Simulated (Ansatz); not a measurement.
Level of theory: DFT PBE, scalar-relativistic, plane waves, PAW (Ansatz). Settings: cutoff 420 eV, Γ-centred meshes no coarser than 0.19 Å⁻¹ for metals and 0.3 Å⁻¹ for insulators (2π included), Gaussian smearing.

These are static lattice energies at zero pressure. Only the structures computed here compete, so a lower one can exist. For metals, differences of a few meV/atom aren't resolved. No run with spin kept a moment.

5 distinct structures were compared, and only named types are asked about.

Question: Which is lower for MoS, the FeSi (B20) or the caesium chloride structure, and by how much?

Answer: The FeSi (B20) structure, by 197 meV/atom. It takes 15.3 Å³/atom against 13.6.

Question: Which is lower for MoS, the FeSi (B20) or the zinc blende structure, and by how much?

Answer: The FeSi (B20) structure, by 362 meV/atom. It takes 15.3 Å³/atom against 19.0.

Question: Which is lower for MoS, the rock salt or the caesium chloride structure, and by how much?

Answer: The caesium chloride structure, by 359 meV/atom. It takes 13.6 Å³/atom against 15.2.